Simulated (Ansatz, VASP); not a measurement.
# Two plane-wave programs on MgS (Niningerite)

Contents of POSCAR:

```
MgS
1.0
    0.0000000000      2.5485401997      2.5485401997
    2.5485401997      0.0000000000      2.5485401997
    2.5485401997      2.5485401997      0.0000000000
Mg S
1 1
Direct
    0.0000000000      0.0000000000      0.0000000000
    0.5000000000      0.5000000000      0.5000000000
```

INCAR.step1

```
SYSTEM = MgS
  ALGO = Normal
  EDIFF = 1E-4
  ENCUT = 520
  GGA = PE
  ISMEAR = 0
  LASPH = .True.
  LCHARG = .False.
  LREAL = .False.
  LWAVE = .True.
  NBANDS = 11
  NELM = 100
  PREC = Accurate
  SIGMA = 0.02
```

The input INCAR.step2:

```
SYSTEM = MgS
  ALGO = Normal
  EDIFF = 1E-7
  ENCUT = 520
  ISIF = 2
  ISMEAR = 0
  ISTART = 1
  LASPH = .True.
  LCHARG = .False.
  LMIXTAU = .True.
  LREAL = .False.
  LWAVE = .False.
  METAGGA = R2SCAN
  NBANDS = 11
  NELM = 100
  PREC = Accurate
  SIGMA = 0.02
```

The input KPOINTS:

```
k-points
0
Gamma
  8 8 8
  0 0 0
```

Input for Ansatz:

```yaml
crystal:
  lattice:
    - [0.0, 2.5485401997, 2.5485401997]
    - [2.5485401997, 0.0, 2.5485401997]
    - [2.5485401997, 2.5485401997, 0.0]
  atoms:
    - { symbol: Mg, position: [0.0, 0.0, 0.0] }
    - { symbol: S, position: [0.5, 0.5, 0.5] }
basis:
  ecutwfc: 500
kpoints:
  mp_grid: { grid: [8, 8, 8] }
hamiltonian:
  xc: r2scan
scf:
  occupations: { method: gaussian, width: 0.02 }
output:
  forces: true
  stress: true
  eigenvalues: true
```

Alike in both runs: task single point; functional r2SCAN; k mesh 8 × 8 × 8; occupations gaussian, width 0.02 eV; no spin polarisation.

```csv
,VASP,Ansatz
version,VASP 6.6.1,Ansatz 0.2.0
potentials or method,"VASP PAW PBE potentials, release 64 (Mg, S)","scalar-relativistic, plane waves, PAW"
plane-wave cutoff (eV),520,500
valence electrons in the cell,8,16
```

```csv
,VASP,Ansatz,Ansatz less VASP
gap on the k mesh at the Fermi level (eV),3.57,3.59,+0.025
least direct gap on the mesh (eV),5.16,5.18,+0.024
pressure (GPa),5.1,5.6,+0.51
```

The two sets of potentials don't hold the same shells in valence.

Caveats: the PAW data sets were made with another functional, which shifts forces and pressure a little (VASP). r2SCAN opens gaps a little over a GGA but as a rule still falls short of measured ones. A k mesh can miss the band edges.
